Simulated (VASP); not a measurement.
**SnO: single point with PBE**

Crystal: SnO.

```
Sn O
1.0
     3.13193    0.00000    0.00000
     0.00000    3.13193    0.00000
     0.00000    0.00000    3.13193
Sn O
1 1
Direct
  0.01028 0.99187 0.99583
  0.49555 0.51364 0.50290
```

The cell was built by a generator and needn't be a form met in nature.

The cell isn't the ideal one: atoms moved at random, drawn with an rms of 0.05 Å.

* Program: VASP 6.6.1
* Task: single point
* Functional: PBE
* Potentials or basis: VASP PAW PBE potentials, release 64 (Sn_d, O)
* Cutoff: 520 eV
* k mesh: 9 × 9 × 9
* Occupations: fermi-dirac, width 0.05 eV
* Spin: no spin polarisation

The pressure is 0.0 GPa, the largest force is 0.305 eV/Å and the band gap on the k mesh is 0.47 eV, indirect (least direct gap 0.91 eV).

Forces on the atoms (eV/Å):
```
Sn   0.166 -0.244 -0.080
O   -0.166  0.244  0.080
```

Stress tensor (GPa, compression positive):
```
 0.03  0.06  0.02
 0.06  0.12 -0.03
 0.02 -0.03 -0.03
```

Levels at points of the mesh, in eV from the valence-band top:
```
           k point  band 6  band 7  band 8  band 9  band 10  band 11  band 12  band 13  band 14  band 15
(0.00, 0.00, 0.00)  -17.71   -7.28   -2.25   -2.25    -2.24     7.77     7.94     8.15     8.42     8.59
```

It took 88 s on 1 thread of Intel(R) Xeon(R) Platinum 8375C CPU @ 2.90GHz (Ice Lake) (shared host), peak memory 0.28 GiB.

Caveat: spin-orbit coupling is left out, which moves the levels of the heavy elements; an odd mesh through Γ misses points on the zone boundary, where band edges often lie.
